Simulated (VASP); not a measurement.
# GaN (Fm-3m) in VASP: notebook

Runs on GaN. Level: PBEsol. Tasks: relaxation of cell and atoms, single point.

Program: VASP 6.6.1. These are calculated values, not measurements. Logs are shortened: lines on timing, memory, paths and dates and some standing lists are left out, and cuts for length are marked.

## 1. The structure

It takes space group Fm-3m (No. 225, cubic). The conventional cell has a = 4.270 Å, b = 4.270 Å, c = 4.270 Å, α = 90.00°, β = 90.00°, γ = 90.00°. Ga (site symmetry m-3m) has 6 N at 2.14 Å as nearest neighbours. N (site symmetry m-3m) has 6 Ga at 2.14 Å as nearest neighbours.

Measurements of this composition are mostly on another form, of space group No. 186.

## 2. Relaxation of cell and atoms, PBEsol

File INCAR:

```
SYSTEM = GaN
PREC     = Accurate       ! precision mode
ENCUT    = 300            ! plane-wave cutoff, eV
EDIFF    = 1E-7           ! SCF threshold, eV
ISMEAR   = 0              ! smearing method
SIGMA    = 0.02           ! smearing width, eV
LREAL    = .False.        ! projectors in reciprocal space
LASPH    = .True.         ! aspherical terms in the spheres
NELM     = 80             ! most SCF steps
ALGO     = Normal         ! electronic algorithm
ISIF     = 3              ! what is computed and relaxed
LWAVE    = .False.        ! write WAVECAR
LCHARG   = .False.        ! write CHGCAR
GGA      = PS             ! functional
IBRION   = 2              ! ionic algorithm
NSW      = 90             ! ionic steps
EDIFFG   = -0.005         ! ionic threshold
```

File KPOINTS:

```
regular mesh
0
Gamma
  14 14 14
  0 0 0
```

File POSCAR:

```
GaN
1.0
    0.0000000000      2.1352350000      2.1352350000
    2.1352350000      0.0000000000      2.1352350000
    2.1352350000      2.1352350000      0.0000000000
Ga N
1 1
Direct
    0.0000000000      0.0000000000      0.0000000000
    0.5000000000      0.5000000000      0.5000000000
```

Potentials or basis: VASP PAW PBE potentials, release 64 (Ga_d, N).

The run is started by

```sh
$ cat potpaw_PBE.64/Ga_d/POTCAR potpaw_PBE.64/N/POTCAR > POTCAR
$ mpirun -np 1 vasp_std > vasp.out
```

OUTCAR:

```text
SYSTEM = GaN
   PREC = Accurate
   ENCUT = 300
   EDIFF = 1E-7
   ISMEAR = 0
   LREAL = .False.
   LASPH = .True.
   NELM = 80
   ISIF = 3
   GGA = PS
   IBRION = 2
   NSW = 90
   EDIFFG = -0.005

 ion  position               nearest neighbor table
   1  0.000  0.000  0.000-   2 2.14   2 2.14   2 2.14   2 2.14   2 2.14   2 2.14
   2  0.500  0.500  0.500-   1 2.14   1 2.14   1 2.14   1 2.14   1 2.14   1 2.14

  LATTYP: Found a face centered cubic cell.
 ALAT       =     4.2704700000

  Lattice vectors:

 A1 = (   0.0000000000,   2.1352350000,   2.1352350000)
 A2 = (   2.1352350000,   0.0000000000,   2.1352350000)
 A3 = (   2.1352350000,   2.1352350000,   0.0000000000)

Analysis of symmetry for initial positions (statically):
=====================================================================
 Subroutine PRICEL returns:
 Original cell was already a primitive cell.

 Routine SETGRP: Setting up the symmetry group for a
 face centered cubic supercell.

 Subroutine GETGRP returns: Found 48 space group operations
 (whereof 48 operations were pure point group operations)
 out of a pool of 48 trial point group operations.

The static configuration has the point symmetry O_h .

Analysis of symmetry for dynamics (positions and initial velocities):
=====================================================================
 Subroutine PRICEL returns:
 Original cell was already a primitive cell.

 Routine SETGRP: Setting up the symmetry group for a
 face centered cubic supercell.

 Subroutine GETGRP returns: Found 48 space group operations
 (whereof 48 operations were pure point group operations)
 out of a pool of 48 trial point group operations.

The dynamic configuration has the point symmetry O_h .

 Subroutine INISYM returns: Found 48 space group operations
 (whereof 48 operations are pure point group operations),
 and found     1 'primitive' translations

----------------------------------------------------------------------------------------

                                     Primitive cell

  volume of cell :      19.4700

  direct lattice vectors                    reciprocal lattice vectors
     0.000000000  2.135235000  2.135235000    -0.234166263  0.234166263  0.234166263
     2.135235000  0.000000000  2.135235000     0.234166263 -0.234166263  0.234166263
     2.135235000  2.135235000  0.000000000     0.234166263  0.234166263 -0.234166263

  length of vectors
     3.019678296  3.019678296  3.019678296     0.405587864  0.405587864  0.405587864

  position of ions in fractional coordinates (direct lattice)
     0.000000000  0.000000000  0.000000000
     0.500000000  0.500000000  0.500000000

  ion indices of the primitive-cell ions
   primitive index   ion index
                 1           1
                 2           2

----------------------------------------------------------------------------------------

 KPOINTS: regular mesh

Automatic generation of k-mesh.
 Grid dimensions read from file:
 generate k-points for:   14   14   14

 Generating k-lattice:

  Cartesian coordinates                     Fractional coordinates (reciprocal lattice)
    -0.016726162  0.016726162  0.016726162     0.071428571  0.000000000  0.000000000
     0.016726162 -0.016726162  0.016726162     0.000000000  0.071428571  0.000000000
     0.016726162  0.016726162 -0.016726162     0.000000000  0.000000000  0.071428571

  Length of vectors
     0.028970562  0.028970562  0.028970562

  Shift w.r.t. Gamma in fractional coordinates (k-lattice)
     0.000000000  0.000000000  0.000000000

 Subroutine IBZKPT returns following result:
 ===========================================

 Found    104 irreducible k-points:

 Following reciprocal coordinates:
            Coordinates               Weight
  0.000000  0.000000  0.000000      1.000000
  0.071429  0.000000  0.000000      8.000000
  0.142857  0.000000  0.000000      8.000000
  0.214286  0.000000  0.000000      8.000000
  0.285714  0.000000  0.000000      8.000000
  0.357143  0.000000  0.000000      8.000000
[... 16 lines left out ...]
  0.214286  0.142857  0.000000     24.000000
  0.285714  0.142857  0.000000     24.000000
 [... further k-points ...]
   k-points           NKPTS =    104   k-points in BZ     NKDIM =    104   number of bands    NBANDS=     13
   number of dos      NEDOS =    301   number of ions     NIONS =      2
   total plane-waves  NPLWV =   5832
   dimension x,y,z NGX =    18 NGY =   18 NGZ =   18
   dimension x,y,z NGXF=    36 NGYF=   36 NGZF=   36
   ions per type =               1   1
   NGX,Y,Z   is equivalent  to a cutoff of   9.91,  9.91,  9.91 a.u.
   NGXF,Y,Z  is equivalent  to a cutoff of  19.82, 19.82, 19.82 a.u.
 SYSTEM =  GaN
   PREC   = accura    normal or accurate (medium, high low for compatibility)
   ISTART =      0    job   : 0-new  1-cont  2-samecut
   ICHARG =      2    charge: 1-file 2-atom 10-const
   ISPIN  =      1    spin polarized calculation?
   LNONCOLLINEAR =      F non collinear calculations
   LSORBIT =      F    spin-orbit coupling
   LASPH  =      T    aspherical Exc in radial PAW
   ENCUT  =  300.0 eV  22.05 Ry    4.70 a.u.   4.26  4.26  4.26*2*pi/ulx,y,z
   NELM   =     80;   NELMIN=  2; NELMDL= -5     # of ELM steps
   EDIFF  = 0.1E-06   stopping-criterion for ELM
   LREAL  =      F    real-space projection
   EDIFFG = -.5E-02   stopping-criterion for IOM
   NSW    =     90    number of steps for IOM
   IBRION =      2    ionic relax: 0-MD 1-quasi-New 2-CG
   NFREE  =      1    steps in history (QN), initial steepest desc. (CG)
   ISIF   =      3    stress and relaxation
   ISYM   =      2    0-nonsym 1-usesym 2-fastsym
   POTIM  = 0.5000    time-step for ionic-motion
   TEBEG  =    0.0;   TEEND  =   0.0 temperature during run
   PSTRESS=    0.0 pullay stress
   NELECT =      18.0000    total number of electrons
   NUPDOWN=      -1.0000    fix difference up-down
   EMIN   =  10.00;   EMAX   =-10.00  energy-range for DOS
   EFERMI =   0.00;   METHOD = LEGACY
   ISMEAR =     0;   SIGMA  =   0.02  broadening in eV -4-tet -1-fermi 0-gaus
   EFERMI_NEDOS =   21; number of points for ismear=-14 and -15
   IALGO  =     38    algorithm
   IMIX   =      4    mixing-type and parameters
     AMIX     =   0.40;   BMIX     =  1.00
     AMIX_MAG =   1.60;   BMIX_MAG =  1.00
  volume/ion in A,a.u.               =       9.74        65.70
  Fermi-wavevector in a.u.,A,eV,Ry     =   1.594814  3.013761 34.605481  2.543431
  Thomas-Fermi vector in A             =   2.692830
   LORBIT       =      0    0 simple, 1 ext, 2 COOP (PROOUT), +10 PAW based schemes
   GGA     = PS    functional components
   LHFCALC =     F    Hartree Fock is set to
   AEXX    =    0.0000 exact exchange contribution
   IVDW    =     0    specifies the selected vdW correction
   LEPSILON=     F    determine dielectric tensor
   LRPA    =     F    only Hartree local field effects (RPA)
 conjugate gradient relaxation of ions
 non-spin polarized calculation
 Gauss-broadening in eV      SIGMA  =   0.02
  energy-cutoff  :      300.00
  volume of cell :       19.47
 maximum number of plane-waves:       259
 NGX is ok and might be reduce to    18
   NGX =  9   NGY =  9   NGZ =  9

--------------------------------------- Ionic step        1  -------------------------------------------

 number of electron      18.0000018 magnetization

 Free energy of the ion-electron system (eV)
  ---------------------------------------------------
  ext. energy  EPLUGINS =         0.00000000
  ---------------------------------------------------
  free energy    TOTEN  =       -12.25204531 eV

  energy without entropy =      -12.25204531  energy(sigma->0) =      -12.25204531

------------------------ aborting loop because EDIFF is reached ----------------------------------------

  FORCE on cell =-STRESS in cart. coord.  units (eV):
  Direction    XX          YY          ZZ          XY          YZ          ZX
  --------------------------------------------------------------------------------------
  -------------------------------------------------------------------------------------
  Total       -3.4881400     -3.4881400     -3.4881400      0.0000000      0.0000000     -0.0000000
  in kB     -287.0367156   -287.0367156   -287.0367156      0.0000000      0.0000000     -0.0000000
  external PRESSURE =    -287.0367156 kB  Pullay stress =       0.0000000 kB
[... 21 lines left out ...]
  energy  without entropy=      -12.2520453147  energy(sigma->0) =      -12.25204531

--------------------------------------- Ionic step        2  -------------------------------------------

 number of electron      18.0000010 magnetization

 E-fermi :  11.2072     XC(G=0): -14.6814

 val. band max:       11.0874544688   @ k =  -0.2143   0.1429   0.0000
 cond. band min:      13.1786671055   @ k =   0.5000   0.5000   0.0000
 fundamental gap:      2.0912126366
 Fermi energy:        11.2071735582

 k-point     1 :       0.0000    0.0000    0.0000
  band No.  band energies     occupation
      1      -8.9477      2.00000
      2      -2.9406      2.00000
      3      -2.9406      2.00000
      4      -2.9406      2.00000
      5      -2.7626      2.00000
      6      -2.7626      2.00000
      7      10.1670      2.00000
      8      10.1670      2.00000
      9      10.1670      2.00000
     10      16.2526      0.00000
     11      27.1086      0.00000
     12      27.1086      0.00000
     13      27.1086      0.00000
[... 545 lines left out ...]
  energy  without entropy=      -12.4304568689  energy(sigma->0) =      -12.43045687

--------------------------------------- Ionic step        7  -------------------------------------------

 number of electron      17.9999984 magnetization

 Free energy of the ion-electron system (eV)
  ---------------------------------------------------
  ext. energy  EPLUGINS =         0.00000000
  ---------------------------------------------------
  free energy    TOTEN  =       -12.43054610 eV

  energy without entropy =      -12.43054610  energy(sigma->0) =      -12.43054610

 E-fermi :   8.8517     XC(G=0): -13.6852

 val. band max:        8.7182701858   @ k =  -0.2143   0.1429   0.0000
 cond. band min:       9.6151938870   @ k =   0.5000   0.5000   0.0000
 fundamental gap:      0.8969237012
 Fermi energy:         8.8516947807

 k-point     1 :       0.0000    0.0000    0.0000
  band No.  band energies     occupation
      1      -9.4187      2.00000
      2      -5.2183      2.00000
      3      -5.2183      2.00000
      4      -5.2183      2.00000
      5      -5.1034      2.00000
      6      -5.1034      2.00000
      7       8.0363      2.00000
      8       8.0363      2.00000
      9       8.0363      2.00000
     10      11.6461      0.00000
     11      23.6835      0.00000
     12      23.6835      0.00000
     13      23.6835      0.00000
[... 397 lines left out ...]
  FREE ENERGIE OF THE ION-ELECTRON SYSTEM (eV)
  ---------------------------------------------------
  free  energy   TOTEN  =       -12.4305460974 eV

  energy  without entropy=      -12.4305460974  energy(sigma->0) =      -12.43054610

 reached required accuracy - stopping structural energy minimisation
```

Wall time 28 s (1 thread of Intel Xeon 6975P-C (Granite Rapids), shared host); peak memory 0.13 GiB.

The run converged, but a check on its numbers failed (symmetry, net force, bounds or a known fault of this set-up), so they aren't taken as properties of the crystal.

Caveat: the cutoff lies under the usual one of these potentials, so the numbers hold a large basis-set error; the PAW data sets were made with another functional, which shifts forces and pressure a little.

## 3. Relaxation of cell and atoms, PBEsol

Changes to INCAR since step 2:

```diff
@@ -2,3 +2,3 @@
 PREC     = Accurate       ! precision mode
-ENCUT    = 300            ! plane-wave cutoff, eV
+ENCUT    = 600            ! plane-wave cutoff, eV
 EDIFF    = 1E-7           ! SCF threshold, eV
```

File KPOINTS:

```
regular mesh
0
Gamma
  6 6 6
  0 0 0
```

POSCAR is that of step 2.

Potentials or basis: VASP PAW PBE potentials, release 64 (Ga_d, N).

The run is started by

```sh
$ cat potpaw_PBE.64/Ga_d/POTCAR potpaw_PBE.64/N/POTCAR > POTCAR
$ mpirun -np 1 vasp_std > vasp.out
```

OUTCAR:

```text
SYSTEM = GaN
   PREC = Accurate
   ENCUT = 600
   EDIFF = 1E-7
   ISMEAR = 0
   LREAL = .False.
   LASPH = .True.
   NELM = 80
   ISIF = 3
   GGA = PS
   IBRION = 2
   NSW = 90
   EDIFFG = -0.005

 ion  position               nearest neighbor table
   1  0.000  0.000  0.000-   2 2.14   2 2.14   2 2.14   2 2.14   2 2.14   2 2.14
   2  0.500  0.500  0.500-   1 2.14   1 2.14   1 2.14   1 2.14   1 2.14   1 2.14

  LATTYP: Found a face centered cubic cell.
 ALAT       =     4.2704700000

  Lattice vectors:

 A1 = (   0.0000000000,   2.1352350000,   2.1352350000)
 A2 = (   2.1352350000,   0.0000000000,   2.1352350000)
 A3 = (   2.1352350000,   2.1352350000,   0.0000000000)

Analysis of symmetry for initial positions (statically):
=====================================================================
 Subroutine PRICEL returns:
 Original cell was already a primitive cell.

 Routine SETGRP: Setting up the symmetry group for a
 face centered cubic supercell.

 Subroutine GETGRP returns: Found 48 space group operations
 (whereof 48 operations were pure point group operations)
 out of a pool of 48 trial point group operations.

The static configuration has the point symmetry O_h .

[... 148 lines left out ...]
  ext. energy  EPLUGINS =         0.00000000
  ---------------------------------------------------
  free energy    TOTEN  =       -12.23272012 eV

  energy without entropy =      -12.23272012  energy(sigma->0) =      -12.23272012

------------------------ aborting loop because EDIFF is reached ----------------------------------------

  FORCE on cell =-STRESS in cart. coord.  units (eV):
  Direction    XX          YY          ZZ          XY          YZ          ZX
  --------------------------------------------------------------------------------------
  -------------------------------------------------------------------------------------
  Total       -0.9289200     -0.9289200     -0.9289200      0.0000000      0.0000000     -0.0000000
  in kB      -76.4402090    -76.4402090    -76.4402090      0.0000000      0.0000000     -0.0000000
  external PRESSURE =     -76.4402090 kB  Pullay stress =       0.0000000 kB
[... 59 lines left out ...]
--------------------------------------- Ionic step        3  -------------------------------------------

 number of electron      18.0000009 magnetization

 Free energy of the ion-electron system (eV)
  ---------------------------------------------------
  ext. energy  EPLUGINS =         0.00000000
  ---------------------------------------------------
  free energy    TOTEN  =       -12.24943986 eV

  energy without entropy =      -12.24943986  energy(sigma->0) =      -12.24943986

 E-fermi :   8.0044     XC(G=0): -13.3030

 val. band max:        7.8472460703   @ k =  -0.1667   0.1667   0.0000
 cond. band min:       8.3665413774   @ k =   0.5000   0.5000   0.0000
 fundamental gap:      0.5192953071
 Fermi energy:         8.0044253191

 k-point     1 :       0.0000    0.0000    0.0000
  band No.  band energies     occupation
      1      -9.5275      2.00000
      2      -6.1119      2.00000
      3      -6.1119      2.00000
      4      -6.1119      2.00000
      5      -6.0139      2.00000
      6      -6.0139      2.00000
      7       7.3134      2.00000
      8       7.3134      2.00000
      9       7.3134      2.00000
     10      10.1178      0.00000
     11      22.4577      0.00000
     12      22.4577      0.00000
     13      22.4577      0.00000
[... 267 lines left out ...]
  FREE ENERGIE OF THE ION-ELECTRON SYSTEM (eV)
  ---------------------------------------------------
  free  energy   TOTEN  =       -12.2494398551 eV

  energy  without entropy=      -12.2494398551  energy(sigma->0) =      -12.24943986

 reached required accuracy - stopping structural energy minimisation
```

It took 6 s on 1 thread of Intel Xeon 6975P-C (Granite Rapids), shared host; peak memory 0.14 GiB.

What came out:

* Free energy: -12.2494 eV
* Relaxed volume: 9.40 Å³/atom
* Relaxed cell: a = 2.984 Å, b = 2.984 Å, c = 2.984 Å, α = 60.00°, β = 60.00°, γ = 60.00°
* Space group after relaxing (to 0.05 Å): Fm-3m (No. 225)
* Energy gained by relaxing: 8.4 meV/atom
* Ionic steps: 3
* Pressure after relaxing: 0.0 GPa
* Band gap on the k mesh: 0.52 eV, indirect (least direct gap 2.80 eV)

Step by step:
```tsv
step	energy change (eV)	largest force (eV/Å)	pressure (GPa)	volume (Å³)
1	0.0000	0.0000	-7.64	19.47
2	-0.0019	0.0000	8.13	18.19
3	-0.0167	0.0000	-0.04	18.79
```

Final structure:
```
Ga N
1.0
     0.00000    2.11026    2.11026
     2.11026    0.00000    2.11026
     2.11026    2.11026    0.00000
Ga N
1 1
Cartesian
  0.0000 0.0000 0.0000
  2.1103 2.1103 2.1103
```

Levels at points of the mesh, in eV from the valence-band top:
| k point | band 5 | band 6 | band 7 | band 8 | band 9 | band 10 | band 11 | band 12 | band 13 |
| --- | --- | --- | --- | --- | --- | --- | --- | --- | --- |
| (0.00, 0.00, 0.00) | -13.86 | -13.86 | -0.53 | -0.53 | -0.53 | 2.27 | 14.61 | 14.61 | 14.61 |
| (0.50, 0.00, 0.00) | -13.72 | -13.72 | -8.36 | -0.18 | -0.18 | 4.60 | 8.98 | 8.98 | 9.43 |
| (0.50, 0.50, 0.00) | -13.67 | -10.92 | -7.25 | -3.11 | -3.11 | 0.52 | 7.67 | 11.89 | 14.46 |

Caveat: the k mesh is coarse (spacing up to 0.42 Å⁻¹), so the values aren't converged; the PAW data sets were made with another functional, which shifts forces and pressure a little. A k mesh can miss the band edges.

(Part 1 of 2 ends here.)
